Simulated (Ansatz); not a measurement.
Ansatz input file:

```yaml
crystal:
  lattice:
    - [3.0549120003, -3.6945675581, 0.0]
    - [3.0549120003, 3.6945675581, 0.0]
    - [0.0, 0.0, 5.7429005638]
  atoms:
    - { symbol: Hg, position: [0.3520927275, 0.6479072725, 0.75] }
    - { symbol: Hg, position: [0.6479072725, 0.3520927275, 0.25] }
    - { symbol: Te, position: [0.7765637274, 0.2234362726, 0.75] }
    - { symbol: Te, position: [0.2234362726, 0.7765637274, 0.25] }
basis:
  ecutwfc: 420
kpoints:
  mp_grid: { grid: [10, 10, 8] }
hamiltonian:
  xc: pbe
scf:
  occupations: { method: gaussian, width: 0.1 }
output:
  forces: true
  stress: true
  eigenvalues: true
```

Run as
```bash
ansatz run input.yaml --threads 1 --pin off --max-ram 1331MiB --backend cpu --events-out ev --progress --plain --runs-dir out
```

Computed with Ansatz 0.2.0, DFT PBE, scalar-relativistic, plane waves, PAW.

Abridged output (iterations and final results):

```
SCF iter   1: F=—  HF=-41586.765327 eV  |F-HF|=—  |Δ(HF+E_count)|=         —  Δρ=1.17e-3  dr2=2.43e-3  ethr=1.77e-3  ⟨swp⟩=7.4  Hψ=26974  notcnv=0  defer=71
SCF iter   2: F=—  HF=-41586.766136 eV  |F-HF|=—  |Δ(HF+E_count)|=   8.09e-4  Δρ=6.07e-4  dr2=8.20e-4  ethr=3.37e-6  ⟨swp⟩=3.5  Hψ=16543  notcnv=0  defer=102
SCF iter   3: F=—  HF=-41586.765986 eV  |F-HF|=—  |Δ(HF+E_count)|=   1.50e-4  Δρ=3.26e-4  dr2=2.08e-4  ethr=1.14e-6  ⟨swp⟩=2.0  Hψ=10797  notcnv=0  defer=102
SCF iter   4: F=—  HF=-41586.765933 eV  |F-HF|=—  |Δ(HF+E_count)|=   5.27e-5  Δρ=9.40e-5  dr2=2.06e-5  ethr=2.88e-7  ⟨swp⟩=2.6  Hψ=10217  notcnv=0  defer=102
SCF iter   5: F=—  HF=-41586.765918 eV  |F-HF|=—  |Δ(HF+E_count)|=   1.57e-5  Δρ=2.21e-5  dr2=1.26e-6  ethr=2.86e-8  ⟨swp⟩=2.0  Hψ=10717  notcnv=0  defer=102
SCF iter   6: F=-41586.765917 eV  HF=-41586.765917 eV  |F-HF|=9.15e-9  |Δ(HF+E_count)|=   2.87e-7  Δρ=5.05e-6  dr2=3.71e-8  ethr=1.39e-10  ⟨swp⟩=9.5  Hψ=36269  notcnv=0
SCF 1 converged in 6 iterations: F = -41586.765917 eV  dr2 = 3.71e-8
SCF converged after 6 iterations
Free energy (F): -41586.765917 eV
Harris-Foulkes:  -41586.765917 eV  (|F-HF|=9.15e-9)
Internal energy: -41586.756878 eV  (E = F + TS)
E sigma→0 (E₀):  -41586.761398 eV
Entropy (-TS):   -0.009039 eV (-2.260 meV/atom)
Fermi energy:    9.039023 eV
--- Per-component energies (eV) ---
  E_band       = -1492.919884
  E_kinetic    = 1563.912164
  E_local      = -8883.016374  (includes V_loc(G=0)·N_el)
  E_nonlocal   = -475.044612
  E_hartree    = 4336.528841
  E_xc         = -686.774741
  E_vxc        = -729.221431  (∫ρ·V_xc dr)
  E_paw        = -29213.507976  (= ΣΔE_a)
  E_vpaw       = -1642.614560  (= ΣTr[D̂ρ^β])
  E_aug_tail   = 0.001469  (compensation charges beyond the density's cutoff)
  E_ewald      = -8228.855650
  E_smearing   = -0.009039  (= −TS)
--- Forces (eV/Å), atoms counted from 1 ---
  atom   1  Hg     0.00000000     0.05118961     0.00000000
  atom   2  Hg     0.00000000    -0.05118961     0.00000000
  atom   3  Te     0.00000000     0.09498038     0.00000000
  atom   4  Te     0.00000000    -0.09498038     0.00000000
--- Stress (GPa, compression-positive) ---
       -2.525096       0.000000       0.000000
        0.000000      -1.958548       0.000000
        0.000000       0.000000      -1.024336
  P = ⅓ Tr σ = -1.8360 GPa (-18.360 kbar)
--- Band table (eV; the first three rows and the last of 155) ---
  k-point 0: bands = ["-105.4398", "-105.4398", "-53.9054", "-53.9032", "-53.9006", "-53.9005", "-53.8761", "-53.8750", "-27.5416", "-27.5413", "-27.5408", "-27.5386", "-27.4920", "-27.4915", "-27.4815", "-27.4810", "-27.4690", "-27.4680", "-2.4353", "-1.4547", "2.3816", "2.4123", "2.4731", "2.5603", "2.5952", "2.6522", "2.6899", "2.7485", "2.7664", "3.2744", "5.5988", "6.4278", "6.5757", "6.6800", "8.2938", "8.6131", "8.7382", "8.9560", "12.8441", "13.5637", "15.2698", "15.3269", "15.8746", "16.3295"]
  k-point 1: bands = ["-105.4398", "-105.4398", "-53.9053", "-53.9033", "-53.9006", "-53.9005", "-53.8761", "-53.8750", "-27.5416", "-27.5412", "-27.5409", "-27.5387", "-27.4920", "-27.4915", "-27.4815", "-27.4811", "-27.4690", "-27.4681", "-2.3885", "-1.4736", "2.3480", "2.4123", "2.5053", "2.5323", "2.5577", "2.6886", "2.7160", "2.7170", "2.7975", "3.1376", "5.3240", "6.3887", "6.7321", "7.1922", "7.9196", "8.2203", "8.8828", "9.5804", "12.9188", "13.7031", "14.5719", "15.9035", "15.9239", "16.1532"]
  k-point 2: bands = ["-105.4398", "-105.4398", "-53.9051", "-53.9036", "-53.9006", "-53.9005", "-53.8759", "-53.8751", "-27.5414", "-27.5409", "-27.5409", "-27.5390", "-27.4920", "-27.4916", "-27.4814", "-27.4811", "-27.4689", "-27.4682", "-2.2563", "-1.5387", "2.2798", "2.4335", "2.4878", "2.5074", "2.5699", "2.6744", "2.7363", "2.7591", "2.8156", "2.8216", "5.1307", "6.1610", "6.8838", "7.5743", "8.0178", "8.2437", "8.7483", "10.4040", "13.1385", "14.0254", "14.1365", "15.2025", "15.6263", "16.1008"]
  k-point 154: bands = ["-105.4398", "-105.4398", "-53.9044", "-53.9044", "-53.9006", "-53.9006", "-53.8755", "-53.8755", "-27.5410", "-27.5410", "-27.5400", "-27.5400", "-27.4919", "-27.4919", "-27.4809", "-27.4809", "-27.4686", "-27.4686", "-1.5875", "-1.5875", "2.2370", "2.2370", "2.5907", "2.5907", "2.6850", "2.6850", "2.7526", "2.7526", "3.0669", "3.0669", "4.6962", "4.6962", "6.4116", "6.4116", "6.5349", "6.5349", "11.2816", "11.2816", "14.8834", "14.8834", "15.5240", "15.5240", "16.1778", "16.1778"]
```

Self-consistency was reached.

Spin–orbit coupling is left out, which can shift energies with elements as heavy as these.